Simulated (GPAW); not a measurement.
Crystal: CoO.

```xyz
2
Lattice="2.5705 0.0000 0.0000 0.0000 2.5705 0.0000 0.0000 0.0000 2.5705" Properties=species:S:1:pos:R:3 pbc="T T T"
Co    0.0000    0.0000    0.0000
O     1.2853    1.2853    1.2853
```

Measurements of this composition are mostly on another form, of space group No. 225.

Base run:

```yaml
Program: GPAW 26.7.0
Functional: LDA
Potentials_or_basis: the program's PAW data sets (release 1.2.1) made for this functional
Cutoff: 800 eV
Basis: pw
k_mesh: 7 × 7 × 7
Occupations: gaussian, width 0.05 eV
Spin: no spin polarisation
Hubbard_terms: Co d U = 4 eV
```

Its results: band gap on the k mesh none (metal or under the smearing width); pressure -21.4 GPa.

Q: The run is repeated on the same cell with these changes: spin from no spin polarisation to collinear spin, random start; hubbard terms from Co d U = 4 eV to none. What comes out?

A: Band gap on the k mesh none (metal or under the smearing width); pressure -7.4 GPa; net moment 3.00 μB per cell; site moments Co +2.45; O +0.36 μB.

Several settings changed at once, so the effect can't be laid on one alone.

Caveats: an odd number of electrons without spin polarisation forces a metal (some runs); a magnetic or distorted state may lie lower (some runs); U without spin polarisation on a metal has little footing (some runs); a cell with one magnetic atom can't hold antiferromagnetic order, which such compounds often take (some runs); semilocal functionals often make such compounds metallic where correlation or magnetic order opens a gap, which also shifts bond lengths (some runs).
